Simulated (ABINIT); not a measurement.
Runs of ABINIT 10.8.3 (patched build) on Ti. Symmetry: Im-3m, No. 229, cubic system. The conventional cell has a = 3.282 Å, b = 3.282 Å, c = 3.282 Å, α = 90.00°, β = 90.00°, γ = 90.00°. Around Ti (site symmetry m-3m) lie 8 Ti at 2.84 Å. This isn't the form of Ti at room conditions, which is hcp.

```tsv
task	level	potentials or basis	k mesh	cutoff (eV)	fine-grid cutoff	dispersion computed by	mesh quality	gap on the mesh (eV)	pressure (GPa)	V0 of scaled cells (Å³/atom)	B0 (GPa)
band structure	PBEsol	JTH PAW PBE v2.0	11 × 11 × 11	408	816.342 eV	-	not flagged	none	-6.6	-	-
band structure	r2SCAN	JTH PAW LDA v2.0	11 × 11 × 11	490	979.61 eV	-	not flagged	none	-3.7	-	-
single point	LDA	JTH PAW LDA v2.0	4 × 4 × 4	408	816.342 eV	-	coarse	none	-9.5	-	-
single point	PBEsol	JTH PAW PBE v2.0	9 × 9 × 9	408	816.342 eV	-	not flagged	none	-6.4	-	-
equation of state	rPW86PBE	JTH PAW PBE v2.0	11 × 11 × 11	408	816.342 eV	-	not flagged	-	-	(a)	(c)
band structure	r2SCAN	SG15 NC PBE v1.2	11 × 11 × 11	1361	-	-	not flagged	none	-2.5	-	-
single point	LDA	JTH PAW LDA v2.0	7 × 7 × 7	408	816.342 eV	-	coarse	none	-9.5	-	-
equation of state	RPBE	JTH PAW PBE v2.0	11 × 11 × 11	408	816.342 eV	-	not flagged	-	-	17.81	99
band structure	LDA-PZ	JTH PAW LDA v2.0	11 × 11 × 11	408	816.342 eV	-	not flagged	none	(b)	-	-
```

Alike in all rows: no spin polarisation; cell as given; smearing fermi-dirac 0.05 eV.

Question: Fill in the values left out.

Answer: (a) 17.67; (b) -10.6; (c) 106.

Caveats: some runs use coarse meshes; the PAW data sets were made with another functional, which shifts forces and pressure a little (some runs); pressures at fixed basis lie under the slope of the energies (some runs); a meta-GGA on norm-conserving files made for a GGA shifts volumes by about 1 % (some runs); the potentials were made for another functional, which shifts forces and pressure (some runs).

A gap of «none» marks a metal or a gap under the smearing width.

Runs at the PBE level aren't shown here.
